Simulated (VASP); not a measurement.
Input of a VASP 6.6.1 run:

File INCAR:

```
PREC = Accurate ; ENCUT = 520
EDIFF = 1E-6 ; ISMEAR = 0
SIGMA = 0.1 ; LREAL = False
LASPH = True ; NELM = 120
ALGO = Normal ; ISIF = 3
LWAVE = False ; LCHARG = False
GGA = PE ; IBRION = 2
NSW = 90 ; EDIFFG = -0.01
```

File KPOINTS:

```
Automatic mesh
0
Gamma
  15 15 15
```

The input POSCAR:

```
Si2Mo
1.0
   -1.6000000000      1.6000000000      3.9305000000
    1.6000000000     -1.6000000000      3.9305000000
    1.6000000000      1.6000000000     -3.9305000000
Si Mo
2 1
Direct
    0.3330000000      0.3330000000      0.0000000000
    0.6670000000      0.6670000000      0.0000000000
    0.0000000000      0.0000000000      0.0000000000
```

Potentials or basis: VASP PAW PBE potentials, release 64 (Si, Mo_sv).

Launch:

```bash
$ cat potpaw_PBE.64/Si/POTCAR potpaw_PBE.64/Mo_sv/POTCAR > POTCAR
$ mpirun -np 1 vasp_std > vasp.out
```

Task: What does it give for the relaxed cell?

Result: a = 4.548 Å, b = 4.548 Å, c = 4.548 Å, α = 138.57°, β = 138.57°, γ = 60.03°.

Task: Predict the band gap on the k mesh.

Result: None (metal or under the smearing width).

Task: Predict the space group after relaxing (to 0.05 Å).

Result: I4/mmm (No. 139).

Final structure:
```
CELL_PARAMETERS angstrom
-1.60872 1.60872 3.93804
1.60872 -1.60872 3.93804
1.60872 1.60872 -3.93804
ATOMIC_POSITIONS crystal
Si 0.33512 0.33512 0.00000
Si 0.66488 0.66488 0.00000
Mo 0.00000 0.00000 0.00000
```

PBE usually gives volumes a little too large and moduli too small. Zero-point motion and thermal expansion aren't in these numbers.
